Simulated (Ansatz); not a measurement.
**SnO$_{2}$: stationary points along a deformation path**

Method: Ansatz 0.2.0, DFT PBE+D3(BJ), scalar-relativistic, plane waves, PAW. Settings: plane waves to 420 eV, k-mesh 12×12×4 (Γ-centred), Gaussian smearing 0.05 eV. No spin polarisation. Energies are free energies at this smearing, counted from the undisturbed cell; pressure is positive in compression.

Reference structure (relaxed at this level; this form isn't the usual structure):

```
Sn O
1.0
     3.21157    0.00000    0.00000
    -1.60579    2.78130    0.00000
     0.00000    0.00000   10.34276
Sn O
2 4
Cartesian
  0.0000 0.0000 5.1714
  0.0000 0.0000 0.0000
  1.6058 0.9271 4.1564
  1.6058 0.9271 1.0150
  0.0000 1.8542 6.1863
  0.0000 1.8542 9.3278
```

At fixed volume and fractional coordinates, lengths along (0.000, 0.000, 1.000) are scaled against those across it; ρ is that ratio over its starting value. V = 15.398 Å³/atom. Δσ is the stress along the axis less the mean stress across it (compression positive).

```csv
ρ,ΔE (meV/atom),Δσ (GPa),space group
0.800,187.4,25.57,P6_3/mmc
0.850,100.7,19.01,P6_3/mmc
0.920,27.0,10.00,P6_3/mmc
0.960,6.5,4.96,P6_3/mmc
1.000,0.0,-0.01,P6_3/mmc
1.050,9.6,-6.17,P6_3/mmc
1.100,37.1,-12.29,P6_3/mmc
1.200,139.2,-24.54,P6_3/mmc
1.300,296.4,-36.96,P6_3/mmc
```

Question: How does the stress give the slope of the energy, and where is the energy stationary?

Answer: Along the path d ln(length) is 2/3 d ln ρ on the axis and −1/3 d ln ρ across it, so dE/d ln ρ = −(2/3) V Δσ: the energy falls with ρ where Δσ is positive. Δσ vanishes or changes sign at ρ = 1.000 (P6_3/mmc), a minimum at 0.0 meV/atom. Pairs of stationary points between two samples would go unseen, and could change a minimum read from distant neighbours into a maximum.

Question: Integrate that slope from ρ = 1 to 0.850 by the trapezoid rule.

Answer: With V/N in Å³ and 1 eV/Å³ = 160.2 GPa the slopes at ρ = 1.000, 0.960, 0.920, 0.850 are 1, -318, -641, -1218 meV/atom per unit of ln ρ. The steps add 6.5 + 20.4 + 73.5 = 100.4 meV/atom, against 100.7 from the energies; the trapezoid rule misses the curvature of the slope within each step.

Forces appear on the atoms along this scan, and letting them relax would lower the energy and soften the response.

Cost: 9 runs of about 1.4 core-minutes in all, on Arm Neoverse V1 (shared hosts).